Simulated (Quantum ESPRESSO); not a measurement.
# GaAs (F-43m) in Quantum ESPRESSO: settings compared

One crystal, GaAs, is run at these levels: LDA, PBE, BLYP; tasks: phonons.

Everything below comes from runs of Quantum ESPRESSO 7.5. Logs are shortened: lines on timing, memory, paths and dates and some standing lists are left out, and cuts for length are marked.

**The experiment to reproduce.**

A printed reference work, textbook reports, for a bulk crystal of GaAs at 300 K: high-frequency dielectric constant 10.89.

How close the calculation comes is told below.

**1. Starting point**

The structure is cubic, space group F-43m (No. 216). The conventional cell has a = 5.654 Å, b = 5.654 Å, c = 5.654 Å, α = 90.00°, β = 90.00°, γ = 90.00°. As (site symmetry -43m) has 4 Ga at 2.45 Å as nearest neighbours. Ga (site symmetry -43m) is surrounded by 4 As at 2.45 Å.

**2. Phonons, LDA**

Contents of pw.in:

```
&CONTROL
  calculation = 'scf'
  prefix = 'pwscf'
  outdir = './tmp'
  pseudo_dir = './pseudo'
  tprnfor = .true.
  tstress = .true.
  disk_io = 'low'
/
&SYSTEM
  ibrav = 0
  nat = 2
  ntyp = 2
  ecutwfc = 56
  ecutrho = 448
  nbnd = 19
  occupations = 'smearing'
  smearing = 'fd'
  degauss = 0.00367493
/
&ELECTRONS
  conv_thr = 4d-10
  electron_maxstep = 120
  mixing_beta = 0.5
/
ATOMIC_SPECIES
As    74.9216 as_lda_v1.uspp.F.UPF
Ga    69.7230 ga_lda_v1.4.uspp.F.UPF
CELL_PARAMETERS angstrom
   0.0000000000    2.8268500000    2.8268500000
   2.8268500000    0.0000000000    2.8268500000
   2.8268500000    2.8268500000    0.0000000000
ATOMIC_POSITIONS crystal
As     0.7500000000    0.7500000000    0.7500000000
Ga     0.0000000000    0.0000000000    0.0000000000
K_POINTS automatic
6 6 6 1 1 1
```

Contents of relax.in:

```
&CONTROL
  calculation = 'vc-relax'
  prefix = 'pwscf'
  outdir = './tmp'
  pseudo_dir = './pseudo'
  tprnfor = .true.
  tstress = .true.
  disk_io = 'low'
  nstep = 40
  forc_conv_thr = 0.0001
  etot_conv_thr = 1d-06
/
&SYSTEM
  ibrav = 0
  nat = 2
  ntyp = 2
  ecutwfc = 56
  ecutrho = 448
  nbnd = 19
  occupations = 'smearing'
  smearing = 'fd'
  degauss = 0.00367493
/
&ELECTRONS
  conv_thr = 4d-10
  electron_maxstep = 120
  mixing_beta = 0.5
/
&IONS
  ion_dynamics = 'bfgs'
/
&CELL
  cell_dynamics = 'bfgs'
  press = 0
  press_conv_thr = 0.2
/
ATOMIC_SPECIES
As    74.9216 as_lda_v1.uspp.F.UPF
Ga    69.7230 ga_lda_v1.4.uspp.F.UPF
CELL_PARAMETERS angstrom
   0.0000000000    2.8268500000    2.8268500000
   2.8268500000    0.0000000000    2.8268500000
   2.8268500000    2.8268500000    0.0000000000
ATOMIC_POSITIONS crystal
As     0.7500000000    0.7500000000    0.7500000000
Ga     0.0000000000    0.0000000000    0.0000000000
K_POINTS automatic
6 6 6 1 1 1
```

Contents of gamma.in:

```
&CONTROL
  calculation = 'bands'
  prefix = 'pwscf'
  outdir = './tmp'
  pseudo_dir = './pseudo'
  disk_io = 'low'
  verbosity = 'high'
/
&SYSTEM
  ibrav = 0
  nat = 2
  ntyp = 2
  ecutwfc = 56
  ecutrho = 448
  nbnd = 19
  occupations = 'smearing'
  smearing = 'fd'
  degauss = 0.00367493
/
&ELECTRONS
  conv_thr = 1d-08
  electron_maxstep = 120
  mixing_beta = 0.5
  diago_full_acc = .true.
  startingwfc = 'random'
/
ATOMIC_SPECIES
As    74.9216 as_lda_v1.uspp.F.UPF
Ga    69.7230 ga_lda_v1.4.uspp.F.UPF
CELL_PARAMETERS angstrom
   0.0000000000    2.8057980683    2.8057980683
   2.8057980683    0.0000000000    2.8057980683
   2.8057980683    2.8057980683    0.0000000000
ATOMIC_POSITIONS crystal
As     0.7500000000    0.7500000000    0.7500000000
Ga     0.0000000000    0.0000000000    0.0000000000
K_POINTS crystal
1
0.0 0.0 0.0 1
```

Contents of scf2.in:

```
&CONTROL
  calculation = 'scf'
  prefix = 'pwscf'
  outdir = './tmp'
  pseudo_dir = './pseudo'
  tprnfor = .true.
  tstress = .true.
  disk_io = 'low'
/
&SYSTEM
  ibrav = 0
  nat = 2
  ntyp = 2
  ecutwfc = 56
  ecutrho = 448
  nbnd = 19
  occupations = 'fixed'
/
&ELECTRONS
  conv_thr = 1d-13
  electron_maxstep = 120
  mixing_beta = 0.5
  startingpot = 'file'
/
ATOMIC_SPECIES
As    74.9216 as_lda_v1.uspp.F.UPF
Ga    69.7230 ga_lda_v1.4.uspp.F.UPF
CELL_PARAMETERS angstrom
   0.0000000000    2.8057980683    2.8057980683
   2.8057980683    0.0000000000    2.8057980683
   2.8057980683    2.8057980683    0.0000000000
ATOMIC_POSITIONS crystal
As     0.7500000000    0.7500000000    0.7500000000
Ga     0.0000000000    0.0000000000    0.0000000000
K_POINTS automatic
6 6 6 1 1 1
```

Contents of ph.in:

```
phonons of GaAs
&INPUTPH
  prefix = 'pwscf'
  outdir = './tmp'
  tr2_ph = 1d-18
  fildyn = 'dyn'
  niter_ph = 90
  alpha_mix(1) = 0.7
  epsil = True
/
0.0000000000 0.0000000000 0.0000000000
```

Contents of dynmat.in:

```
&INPUT
  fildyn = 'dyn'
  asr = 'crystal'
  lperm = .true.
  filout = 'dynmat.disp'
  fileig = 'dynmat.eig'
/
```

Contents of dynmat_lo.in:

```
&INPUT
  fildyn = 'dyn'
  asr = 'crystal'
  filout = 'dynmat_lo.disp'
  fileig = 'dynmat_lo.eig'
  q(1) = 0
  q(2) = 0
  q(3) = 1
/
```

Potentials or basis: GBRV 1.5 LDA.

Command:

```console
$ OMP_NUM_THREADS=1 mpirun -n 4 pw.x -nk 4 -in pw.in > pw.out
$ OMP_NUM_THREADS=1 mpirun -n 4 pw.x -nk 4 -in relax.in > relax.out
$ OMP_NUM_THREADS=1 mpirun -n 4 pw.x -in gamma.in > gamma.out
$ OMP_NUM_THREADS=1 mpirun -n 4 pw.x -nk 4 -in scf2.in > scf2.out
$ OMP_NUM_THREADS=1 mpirun -n 4 ph.x -nk 4 -in ph.in > ph.out
$ OMP_NUM_THREADS=1 mpirun -n 1 dynmat.x -in dynmat.in > dynmat.out
$ OMP_NUM_THREADS=1 mpirun -n 1 dynmat.x -in dynmat_lo.in > dynmat_lo.out
```

pw.out:

```text
This program is part of the open-source Quantum ESPRESSO suite
     for quantum simulation of materials; please cite
[... 6 lines left out ...]
     using ibrav=0 with symmetry is DISCOURAGED, use correct ibrav instead

     K-points division:     npool     =       4
     Subspace diagonalization in iterative solution of the eigenvalue problem:
     a serial algorithm will be used

     G-vector sticks info
     --------------------
     sticks:   dense  smooth     PW     G-vecs:    dense   smooth      PW
     Sum        1765     871    265                48767    17153    2891

     Using Slab Decomposition

     bravais-lattice index     =            0
     lattice parameter (alat)  =       7.5547  a.u.
     unit-cell volume          =     304.8842 (a.u.)^3
     number of atoms/cell      =            2
     number of atomic types    =            2
     number of electrons       =        24.00
     number of Kohn-Sham states=           19
     kinetic-energy cutoff     =      56.0000  Ry
     charge density cutoff     =     448.0000  Ry
     scf convergence threshold =      4.0E-10
     mixing beta               =       0.5000
     number of iterations used =            8  plain     mixing
     Exchange-correlation=  SLA  PZ   NOGX NOGC
                           (   1   1   0   0   0   0   0)

     celldm(1)=   7.554690  celldm(2)=   0.000000  celldm(3)=   0.000000
     celldm(4)=   0.000000  celldm(5)=   0.000000  celldm(6)=   0.000000

     crystal axes: (cart. coord. in units of alat)
               a(1) = (   0.000000   0.707107   0.707107 )
               a(2) = (   0.707107   0.000000   0.707107 )
               a(3) = (   0.707107   0.707107   0.000000 )

     reciprocal axes: (cart. coord. in units 2 pi/alat)
               b(1) = ( -0.707107  0.707107  0.707107 )
               b(2) = (  0.707107 -0.707107  0.707107 )
               b(3) = (  0.707107  0.707107 -0.707107 )

     PseudoPot. # 1 for As read from file:
     as_lda_v1.uspp.F.UPF
     Pseudo is Ultrasoft + core correction, Zval =  5.0
     Generated by new atomic code, or converted to UPF format
     Using radial grid of  875 points,  6 beta functions with:
                l(1) =   0
                l(2) =   0
                l(3) =   1
                l(4) =   1
                l(5) =   2
                l(6) =   2
     Q(r) pseudized with  8 coefficients,  rinner =    1.300   1.300   1.300
                                                       1.300   1.300

     PseudoPot. # 2 for Ga read from file:
     ga_lda_v1.4.uspp.F.UPF
     Pseudo is Ultrasoft + core correction, Zval = 19.0
     Generated by new atomic code, or converted to UPF format
     Using radial grid of  871 points,  6 beta functions with:
                l(1) =   0
                l(2) =   0
                l(3) =   1
                l(4) =   1
                l(5) =   2
                l(6) =   2
     Q(r) pseudized with  8 coefficients,  rinner =    1.250   1.250   1.250
                                                       1.250   1.250

     atomic species   valence    mass     pseudopotential
     As                5.00    74.92160     As( 1.00)
     Ga               19.00    69.72300     Ga( 1.00)

     24 Sym. Ops. (no inversion) found

   Cartesian axes

     site n.     atom                  positions (alat units)
         1        As     tau(   1) = (   1.0606602   1.0606602   1.0606602  )
         2        Ga     tau(   2) = (   0.0000000   0.0000000   0.0000000  )

     number of k points=    28  Fermi-Dirac smearing, width (Ry)=  0.0037
                       cart. coord. in units 2pi/alat
        k(    1) = (   0.0589256   0.0589256   0.0589256), wk =   0.0185185
        k(    2) = (   0.1767767   0.1767767  -0.0589256), wk =   0.0555556
        k(    3) = (   0.2946278   0.2946278  -0.1767767), wk =   0.0555556
        k(    4) = (  -0.2946278  -0.2946278   0.4124790), wk =   0.0555556
        k(    5) = (  -0.1767767  -0.1767767   0.2946278), wk =   0.0555556
        k(    6) = (  -0.0589256  -0.0589256   0.1767767), wk =   0.0555556
[... 20 lines left out ...]
        k(   27) = (   0.2946278   0.2946278   0.2946278), wk =   0.0185185
        k(   28) = (  -0.2946278  -0.2946278   0.8838835), wk =   0.0555556

     Dense  grid:    48767 G-vectors     FFT dimensions: (  54,  54,  54)

     Smooth grid:    17153 G-vectors     FFT dimensions: (  36,  36,  36)

     Initial potential from superposition of free atoms

     starting charge      22.9998, renormalised to      24.0000
     Starting wfcs are   16 randomized atomic wfcs +    3 random wfcs

     Self-consistent Calculation

     iteration #  1     ecut=    56.00 Ry     beta= 0.50
     Davidson diagonalization with overlap
     ethr =  1.00E-02,  avg # of iterations =  7.2

     total energy              =    -451.18583710 Ry
     estimated scf accuracy    <       7.07736937 Ry

     iteration #  2     ecut=    56.00 Ry     beta= 0.50
     Davidson diagonalization with overlap
     ethr =  1.00E-02,  avg # of iterations =  2.4
[... 64 lines left out ...]
     total energy              =    -454.82732991 Ry
     estimated scf accuracy    <          8.9E-09 Ry

     iteration # 12     ecut=    56.00 Ry     beta= 0.50
     Davidson diagonalization with overlap
     ethr =  3.70E-11,  avg # of iterations =  2.0

     End of self-consistent calculation

          k = 0.0589 0.0589 0.0589 (  2130 PWs)   bands (ev):

   -86.9826 -86.9826 -86.9826  -7.8706  -7.8625  -7.8625  -7.7842  -7.7842
    -5.7362   5.6808   6.8569   6.8569   8.1797  10.7928  10.8255  10.8255
    14.8331  16.6007  16.6007

          k = 0.1768 0.1768-0.0589 (  2142 PWs)   bands (ev):

   -86.9826 -86.9826 -86.9826  -7.8984  -7.8562  -7.8533  -7.7860  -7.7827
    -5.3179   3.5884   5.7554   6.6403   8.9244  11.1632  11.1804  12.3042
    15.3275  15.9928  16.6801

          k = 0.2946 0.2946-0.1768 (  2156 PWs)   bands (ev):

   -86.9826 -86.9826 -86.9826  -7.9340  -7.8461  -7.8453  -7.7839  -7.7810
    -4.4562   1.1947   5.2015   6.0341   8.5815  11.6174  11.6683  14.1234
    16.0508  16.2316  18.2708

          k =-0.2946-0.2946 0.4125 (  2155 PWs)   bands (ev):

   -86.9826 -86.9826 -86.9826  -7.9456  -7.8439  -7.8424  -7.7822  -7.7797
    -4.0203   0.3439   5.2127   5.6787   8.4667  11.3356  11.8719  14.8049
    16.6326  18.2080  18.8636
[... 13 lines left out ...]
          k = 0.2946 0.0589 0.0589 (  2150 PWs)   bands (ev):

   -86.9826 -86.9826 -86.9826  -7.9148  -7.8473  -7.8464  -7.7917  -7.7794
    -5.1131   3.2491   5.5623   5.6249   9.3669  10.1710  12.6108  12.7532
    14.5372  17.3528  17.6399

          k = 0.4125 0.1768-0.0589 (  2154 PWs)   bands (ev):

   -86.9826 -86.9826 -86.9826  -7.9416  -7.8391  -7.8354  -7.7944  -7.7773
    -4.3962   1.6487   4.3511   5.2273   9.6174  10.6560  12.3343  13.8036
    16.1435  18.2815  18.9949

          k =-0.1768-0.4125 0.5303 (  2169 PWs)   bands (ev):

   -86.9826 -86.9826 -86.9826  -7.9536  -7.8385  -7.8312  -7.7897  -7.7796
    -3.7184   0.4468   3.7024   5.0227   9.6401  11.3634  13.1941  14.1298
    15.9499  18.5746  19.0866

          k =-0.0589-0.2946 0.4125 (  2155 PWs)   bands (ev):

   -86.9826 -86.9826 -86.9826  -7.9441  -7.8410  -7.8360  -7.7890  -7.7807
    -4.1263   1.1346   3.7461   5.4646   9.9180  11.3322  12.4565  13.6212
    15.9111  17.4047  19.2666

          k = 0.0589-0.1768 0.2946 (  2153 PWs)   bands (ev):

   -86.9826 -86.9826 -86.9826  -7.9192  -7.8487  -7.8460  -7.7892  -7.7803
    -4.9286   2.5881   5.0154   6.0545   9.5214  10.6650  12.3597  12.5499
    15.1627  16.9348  17.6948

          k = 0.5303 0.0589 0.0589 (  2153 PWs)   bands (ev):

   -86.9826 -86.9826 -86.9826  -7.9625  -7.8242  -7.8230  -7.8042  -7.7733
    -3.9026   0.9548   4.3094   4.5858   8.5616   9.4207  14.8050  15.3501
    16.9560  19.6096  19.9742

          k =-0.0589-0.5303 0.6482 (  2165 PWs)   bands (ev):

   -86.9826 -86.9826 -86.9826  -7.9686  -7.8250  -7.8189  -7.8019  -7.7747
    -3.3614   0.2645   3.5652   4.2437   9.1009  10.1539  14.4525  15.6597
    17.1491  19.2111  19.9248

          k = 0.0589-0.4125 0.5303 (  2167 PWs)   bands (ev):

   -86.9826 -86.9826 -86.9826  -7.9583  -7.8353  -7.8256  -7.7923  -7.7804
    -3.5039   0.4264   3.1070   4.7641   9.5942  12.3062  13.2231  14.3624
    15.2945  17.5237  20.5256

          k = 0.1768-0.2946 0.4125 (  2157 PWs)   bands (ev):

   -86.9826 -86.9826 -86.9826  -7.9448  -7.8426  -7.8392  -7.7859  -7.7798
    -4.0747   0.6861   4.4996   5.5369   9.2224  11.1539  12.4252  14.1474
    16.4520  17.5351  18.6332

          k =-0.6482 0.0589 0.0589 (  2161 PWs)   bands (ev):

   -86.9826 -86.9826 -86.9826  -7.9737  -7.8181  -7.8164  -7.8075  -7.7718
    -3.3903   0.2168   4.0422   4.3612   8.4465   8.9878  16.1600  16.4720
    17.6439  19.7665  19.8227

          k =-0.5303 0.1768-0.0589 (  2159 PWs)   bands (ev):

   -86.9826 -86.9826 -86.9826  -7.9591  -7.8305  -7.8249  -7.7993  -7.7754
    -3.8081   0.8224   3.8465   4.5781   9.2980  10.4131  13.1689  15.1719
    17.1152  18.8859  20.1764

          k =-0.4125 0.0589 0.0589 (  2151 PWs)   bands (ev):

   -86.9826 -86.9826 -86.9826  -7.9418  -7.8350  -7.8341  -7.7982  -7.7760
    -4.5463   2.0384   4.8299   5.0197   8.8851  10.0278  13.4757  14.0361
    15.5550  18.5685  18.9528

          k = 0.1768 0.1768 0.1768 (  2154 PWs)   bands (ev):

   -86.9826 -86.9826 -86.9826  -7.9078  -7.8529  -7.8529  -7.7837  -7.7837
    -5.1251   2.7650   6.2898   6.2898   8.2728  11.5241  11.5241  12.7918
    15.7810  16.0127  16.0127
[... 31 lines left out ...]
          k =-0.0589-0.2946 0.6482 (  2170 PWs)   bands (ev):

   -86.9826 -86.9826 -86.9826  -7.9630  -7.8328  -7.8204  -7.7957  -7.7790
    -3.3320   0.3142   3.2680   4.0072  10.4558  11.6041  12.6034  13.9791
    17.0077  19.2510  19.8657

          k =-0.7660 0.1768 0.1768 (  2164 PWs)   bands (ev):

   -86.9826 -86.9826 -86.9826  -7.9641  -7.8292  -7.8224  -7.7978  -7.7770
    -3.4034   0.3136   3.1551   4.7297   8.8497  11.5347  14.3256  14.7969
    16.0192  17.7787  20.8105

          k = 0.2946 0.2946 0.2946 (  2144 PWs)   bands (ev):

   -86.9826 -86.9826 -86.9826  -7.9401  -7.8455  -7.8455  -7.7808  -7.7808
    -4.2434   0.6226   5.8813   5.8813   7.8716  11.5899  11.5899  14.5700
    16.3094  17.8092  17.8092

          k =-0.2946-0.2946 0.8839 (  2162 PWs)   bands (ev):

   -86.9826 -86.9826 -86.9826  -7.9491  -7.8408  -7.8373  -7.7848  -7.7812
    -3.8649   0.4222   4.1120   5.4905   9.2090  11.4437  12.4749  14.8161
    16.3660  17.3621  18.0034

     the Fermi energy is     7.3820 ev

!    total energy              =    -454.82732991 Ry
     estimated scf accuracy    <          2.6E-10 Ry
     smearing contrib. (-TS)   =      -0.00000009 Ry
     internal energy E=F+TS    =    -454.82732982 Ry

     The total energy is F=E-TS. E is the sum of the following terms:
     one-electron contribution =    -407.25930700 Ry
     hartree contribution      =     211.21539020 Ry
     xc contribution           =     -78.87564781 Ry
     ewald contribution        =    -179.90776521 Ry

     convergence has been achieved in  12 iterations

     Forces acting on atoms (cartesian axes, Ry/au):

     atom    1 type  1   force =     0.00000000   -0.00000000   -0.00000000
     atom    2 type  2   force =     0.00000000    0.00000000    0.00000000

     Total force =     0.000000     Total SCF correction =     0.000000

     Computing stress (Cartesian axis) and pressure

          total   stress  (Ry/bohr**3)                   (kbar)     P=      -15.88
  -0.00010795  -0.00000000  -0.00000000          -15.88       -0.00       -0.00
  -0.00000000  -0.00010795  -0.00000000           -0.00      -15.88       -0.00
  -0.00000000  -0.00000000  -0.00010795           -0.00       -0.00      -15.88

=------------------------------------------------------------------------------=
   JOB DONE.
=------------------------------------------------------------------------------=
```

It took 8.6 min on 4 MPI ranks of Intel Xeon at 2.50GHz (Skylake/Cascade Lake), shared host; peak memory 0.64 GiB.

Results:

```
Free energy                                             : -6188.2456 eV
Relaxed volume                                          : 22.09 Å³/atom
Relaxed cell                                            : a = 3.968 Å, b = 3.968 Å, c = 3.968 Å, α = 60.00°, β = 60.00°, γ = 60.00°
Space group after relaxing (to 0.05 Å)                  : F-43m (No. 216)
Pressure after relaxing                                 : 0.0 GPa
Electronic dielectric tensor (diagonal)                 : 14.31
Born charges (mean of the diagonal)                     : As -2.10; Ga +2.07 e
Highest phonon frequency at Γ, LO-TO splitting left out : 269 cm⁻¹
Static dielectric tensor (diagonal)                     : 16.15
```

Step by step:
```csv
step,energy change (eV),largest force (eV/Å),pressure (GPa),volume (Å³)
1,0.0000,0.0000,-1.59,45.18
2,-0.0029,0.0000,-1.02,44.81
3,-0.0049,0.0000,-0.16,44.27
4,-0.0049,0.0000,0.01,44.17
5,-0.0049,0.0000,0.00,44.18
```

Final structure:
```xyz
2
Lattice="0.0000 2.8058 2.8058 2.8058 0.0000 2.8058 2.8058 2.8058 0.0000" Properties=species:S:1:pos:R:3 pbc="T T T"
As    4.2087    4.2087    4.2087
Ga    0.0000    0.0000    0.0000
```

Levels at points of the mesh, in eV from the valence-band top:
```csv
k point,band 9,band 10,band 11,band 12,band 13,band 14,band 15,band 16
"(0.08, 0.08, 0.08)",-12.75,-1.14,0.00,0.00,1.44,3.96,3.98,3.98
```

Phonon frequencies in cm⁻¹ (negative: imaginary):
```tsv
q point	frequencies
(0.000, 0.000, 0.000)	-9 -9 -9 269 269 269
```

Electronic dielectric tensor:
```
14.31  0.00  0.00
 0.00 14.31  0.00
 0.00  0.00 14.31
```

Born effective charge tensors (e):
atom 1, As
```
-2.10  0.00  0.00
 0.00 -2.10  0.00
 0.00  0.00 -2.10
```
atom 2, Ga
```
2.07 0.00 0.00
0.00 2.07 0.00
0.00 0.00 2.07
```

Optical modes at Γ, degenerate ones joined, polar ones without the macroscopic field:
```
cm⁻¹  components  symmetry     active in  IR intensity, summed ((D/Å)²/amu)
 269           3        T2  IR and Raman                               8.31
```

Zone-centre frequencies without and with the macroscopic field along z (cm⁻¹):
```tsv
	optical modes in rising order
without	269 269 269
with the field	269 269 286
```

Static dielectric tensor, electrons and zone-centre modes:
```
16.15  0.00  0.00
 0.00 16.15  0.00
 0.00  0.00 16.15
```

Caveat: the mesh is thin for the dielectric tensor, Born charges and intensities, which usually come out too large; the gap on the mesh is small and may close between mesh points, in which case fixed occupations spoil the response.

[end of part 1 of 3]
